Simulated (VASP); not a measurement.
# Settings for Pb: self-consistent run

Pb, I4/mmm (no. 139), 1 atom in the cell. Rev-vdW-DF2; PAW potentials Pb_d (PBE set). VASP 6.6.1.

Wanted: energy within 2 meV/atom.

What the run is for: energy; Accuracy asked: standard.

POSCAR:
```
Pb
1.0
    0.0000000000      2.4750200000      2.4502698000
    2.4750200000      0.0000000000      2.4502698000
    2.4750200000      2.4750200000      0.0000000000
Pb
1
Direct
    0.0000000000      0.0000000000      0.0000000000
```

The series start from Plane-wave cutoff (eV): 310; Smearing width (eV): 0.1; k-point mesh: 13 × 13 × 13; Electronic threshold (eV): 1e-6; Bands in all (NBANDS): 16; Electronic algorithm: ALGO=Normal. Each series keeps the choices made before it, and each single choice may use up half of a tolerance.

## Plane-wave cutoff (eV)

| Plane-wave cutoff (eV) | Energy less reference (meV/atom) | SCF iterations | Time (s) |
|---|---|---|---|
| 190 | 254.7 | 10 | 9.4 |
| 240 | -3.1 | 9 | 16 |
| 280 | -3.5 | 9 | 21 |
| 310 | -2.6 | 9 | 21 |
| 360 | 0.4 | 10 | 29 |
| 420 | -0.2 | 10 | 29 |
| 500 | 0.0 | 10 | 54 |
| 620 (reference) | 0.0 | 10 | 70 |

## Smearing width (eV)

| Smearing width (eV) | Energy less reference (meV/atom) | SCF iterations | Time (s) |
|---|---|---|---|
| 0.4 | -1.2 | 10 | 38 |
| 0.3 | -0.4 | 10 | 35 |
| 0.2 | 0.2 | 10 | 34 |
| 0.15 | 0.0 | 10 | 35 |
| 0.1 | -0.1 | 10 | 29 |
| 0.05 (reference) | 0.0 | 10 | 34 |

## k-point mesh

| k-point mesh | Energy less reference (meV/atom) | SCF iterations | Time (s) |
|---|---|---|---|
| 4 × 4 × 4 | 169.7 | 10 | 14 |
| 5 × 5 × 5 | 31.7 | 9 | 13 |
| 7 × 7 × 7 | -9.7 | 10 | 16 |
| 8 × 8 × 8 | -13.9 | 10 | 18 |
| 11 × 11 × 11 | -3.7 | 9 | 22 |
| 13 × 13 × 13 | 2.1 | 10 | 35 |
| 15 × 15 × 15 | -1.4 | 9 | 38 |
| 18 × 18 × 18 | 3.3 | 9 | 55 |
| 22 × 22 × 22 (reference) | 0.0 | 9 | 88 |

## Electronic threshold (eV)

| Electronic threshold (eV) | Energy less reference (meV/atom) | SCF iterations | Time (s) |
|---|---|---|---|
| 0.001 | 0.0 | 8 | 69 |
| 0.0001 | 0.0 | 9 | 98 |
| 1e-5 | 0.0 | 9 | 78 |
| 1e-6 | 0.0 | 9 | 88 |
| 1e-7 | 0.0 | 11 | 92 |
| 1e-8 (reference) | 0.0 | 11 | 95 |

## Bands in all (NBANDS)

| Bands in all (NBANDS) | Energy less reference (meV/atom) | SCF iterations | Time (s) |
|---|---|---|---|
| 8 | 0.0 | 8 | 39 |
| 9 | 0.0 | 8 | 43 |
| 11 | 0.0 | 8 | 49 |
| 13 | 0.0 | 8 | 60 |
| 16 | 0.0 | 8 | 69 |
| 25 (reference) | 0.0 | 8 | 112 |

## Electronic algorithm

| Electronic algorithm | Energy less reference (meV/atom) | SCF iterations | Time (s) |
|---|---|---|---|
| ALGO=Normal | 0.0 | 8 | 39 |
| ALGO=Fast | 0.1 | 8 | 40 |
| ALGO=VeryFast | 27.6 | 15 | 61 |
| ALGO=All ISEARCH=1 | 0.2 | 8 | 41 |
| ALGO=All ISEARCH=0 | 0.2 | 8 | 41 |
| ALGO=Damped TIME=0.4 | 6.7 | 18 | 75 |
| ALGO=Damped TIME=0.1 | 13.6 | 22 | 85 |

## Question

The rows run from the loosest to the tightest (no order: electronic algorithm). For each series: choose the loosest value from which every tighter one stays within half of the tolerance; where there is no order, keep the first row unless others stay within half of the tolerance and take at least 30 % less time, and then take the fastest.

## Answer

- Plane-wave cutoff (eV): 360
- Smearing width (eV): 0.3
- k-point mesh: 22 × 22 × 22, the tightest run, since the next looser one is off by more than half of the tolerance (convergence isn't shown beyond it)
- Electronic threshold (eV): 0.001
- Bands in all (NBANDS): 8
- Electronic algorithm: ALGO=Normal

## All choices together

| Input | Energy less reference (meV/atom) | Time (s) |
|---|---|---|
| the program's defaults (naive) | 31.1 | 2.8 |
| chosen settings | 0.6 | 39 |
| reference settings throughout | 0.0 | 358 |

The chosen settings stay within the tolerance of the reference run, but the reference itself isn't shown to be converged in: k-point mesh.

## The input

INCAR:
```
SYSTEM = Pb
GGA = MK
LUSE_VDW = .True.
AGGAC = 0.0
PARAM1 = 0.1234
PARAM2 = 0.711357
ZAB_VDW = -1.8867
ISMEAR = 2
SIGMA = 0.3
LWAVE = .False.
LCHARG = .False.
ISIF = 2
PREC = Accurate
LASPH = .True.
LREAL = .False.
ALGO = Normal
EDIFF = 0.001
NELM = 120
GGA_COMPAT = .False.
ENCUT = 360
NBANDS = 8
```

KPOINTS:
```
Automatic mesh
0
Gamma
  22 22 22
  0 0 0
```

Commands:
```
cat potpaw_PBE.64/Pb_d/POTCAR > POTCAR
mpirun -np 1 vasp_std > vasp.out
```

The chosen input took VASP 6.6.1 39 s on 1 core (Intel Xeon Platinum 8488C (Sapphire Rapids)), a shared host.

## An input that fails: one k point for a small cell

It runs to its end, but against the unchanged starting input it is off by 11148.2 meV/atom in the energy.

k mesh: 13 × 13 × 13 becomes 1 × 1 × 1.

Changes against the starting input:
```
- NELM = 120
+ NELM = 73
```
